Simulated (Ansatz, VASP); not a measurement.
One calculation of In, two programs

The input INCAR:

```
SYSTEM = In
ALGO = Fast ; EDIFF = 1E-7
ENCUT = 520 ; GGA = CA
ISIF = 2 ; ISMEAR = 0
LASPH = .True. ; LCHARG = .True.
LELF = .True. ; LREAL = .False.
LVHAR = .True. ; LWAVE = .False.
NBANDS = 12 ; NELM = 100
PREC = Accurate ; SIGMA = 0.1
```

File KPOINTS:

```
k-points
0
Gamma
  8 8 8
  0 0 0
```

Contents of POSCAR:

```
In
1.0
   -1.6947072700      1.6947072700      2.2973723900
    1.6947072700     -1.6947072700      2.2973723900
    1.6947072700      1.6947072700     -2.2973723900
In
1
Direct
    0.0000000000      0.0000000000      0.0000000000
```

Input for Ansatz:

```yaml
crystal:
  lattice:
    - [-1.69470727, 1.69470727, 2.29737239]
    - [1.69470727, -1.69470727, 2.29737239]
    - [1.69470727, 1.69470727, -2.29737239]
  atoms:
    - { symbol: In, position: [0.0, 0.0, 0.0] }
basis:
  ecutwfc: 420
kpoints:
  mp_grid: { grid: [8, 8, 8] }
hamiltonian:
  xc: lda
scf:
  occupations: { method: gaussian, width: 0.1 }
output:
  forces: true
  stress: true
  eigenvalues: true
```

Alike in both runs: task single point; functional LDA; k mesh 8 × 8 × 8; occupations gaussian, width 0.1 eV; no spin polarisation.

```csv
,VASP,Ansatz
version,VASP 6.6.1,Ansatz 0.2.0
potentials or method,"VASP PAW LDA potentials, release 64 (In_d)","scalar-relativistic, plane waves, PAW"
plane-wave cutoff (eV),520,420
valence electrons in the cell,13,13
```

|  | VASP | Ansatz | Ansatz less VASP |
| --- | --- | --- | --- |
| gap on the k mesh at the Fermi level (eV) | none | none | - |
| pressure (GPa) | -2.8 | -2.8 | -0.02 |
| largest component of the traceless stress (GPa) | 1.93 | 1.92 | -0.001 |

A gap of «none» marks a metal or a gap that the smearing closes.
